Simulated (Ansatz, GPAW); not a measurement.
Given: the input of a run of GPAW 26.7.0 (ASE script) on NbH2. 

Contents of run.py:

```python
from ase import Atoms
from ase.dft.bandgap import bandgap
from ase.io import write
from ase.units import GPa
from gpaw import GPAW, PW

atoms = Atoms(['Nb', 'H', 'H'],
              cell=[[0.0, 2.2815, 2.2815],
                    [2.2815, 0.0, 2.2815],
                    [2.2815, 2.2815, 0.0]],
              scaled_positions=[[0.0, 0.0, 0.0],
                                [0.75, 0.75, 0.75],
                                [0.25, 0.25, 0.25]],
              pbc=True)

calc = GPAW(mode=PW(600),
            xc='LDA',
            kpts={'size': (10, 10, 10), 'gamma': True},
            occupations={'name': 'methfessel-paxton', 'order': 0, 'width': 0.02},
            nbands=18,
            convergence={'density': 1e-05, 'energy': 1e-05},
            maxiter=150,
            txt='gpaw.txt')
atoms.calc = calc
energy = atoms.get_potential_energy()
forces = atoms.get_forces()
stress = atoms.get_stress()
calc.write('gs.gpw')
write('result.traj', atoms)
print(f'Energy: {energy:.6f} eV')
print('Forces (eV/A):')
print(forces.round(4))
print('Stress (GPa):', (stress / GPa).round(3))
print('Fermi level:', round(calc.get_fermi_level(), 4), 'eV')
print(f'Gap: {bandgap(calc)[0]:.4f} eV, direct: {bandgap(calc, direct=True)[0]:.4f} eV')
```

Potentials or basis: the program's PAW data sets (release 1.2.1) made for this functional, pw.

Run with:

```sh
$ OMP_NUM_THREADS=1 python run.py
```

**Question.** Set up the same calculation for Ansatz 0.2.0. Potentials or basis there: Ansatz PAW, cutoff 420 eV.

**Answer.** As run (cutoffs and basis follow the program's own potentials, and thresholds, step limits or extra output files can differ):

File input.yaml:

```yaml
crystal:
  lattice:
    - [0.0, 2.2815, 2.2815]
    - [2.2815, 0.0, 2.2815]
    - [2.2815, 2.2815, 0.0]
  atoms:
    - { symbol: Nb, position: [0.0, 0.0, 0.0] }
    - { symbol: H, position: [0.75, 0.75, 0.75] }
    - { symbol: H, position: [0.25, 0.25, 0.25] }
hamiltonian:
  xc: lda
  pseudopotentials: { kind: paw }
kpoints:
  mp_grid: { grid: [10, 10, 10] }
scf:
  occupations: { method: gaussian, width: 0.02 }
output:
  forces: true
  stress: true
  eigenvalues: true
```

Potentials or basis: Ansatz PAW.

Launch:

```bash
$ ansatz run input.yaml --threads 1 --pin off --max-ram 3584MiB --backend cpu --events-out ev --progress --plain --runs-dir out
```

Both were run:

|  | GPAW | Ansatz |
| --- | --- | --- |
| Pressure | -9.5 GPa | -8.2 GPa |

Ansatz's pressure holds a Pulay term of +0.16 GPa for its cutoff of 420 eV, which the other run lacks.

Ansatz's potentials were made for PBE.

Where Ansatz's input types no cutoff or centring, it takes its own default and a Γ-centred mesh.

The two programs' LDA may be different fits to the electron gas.

Pressure is positive in compression.
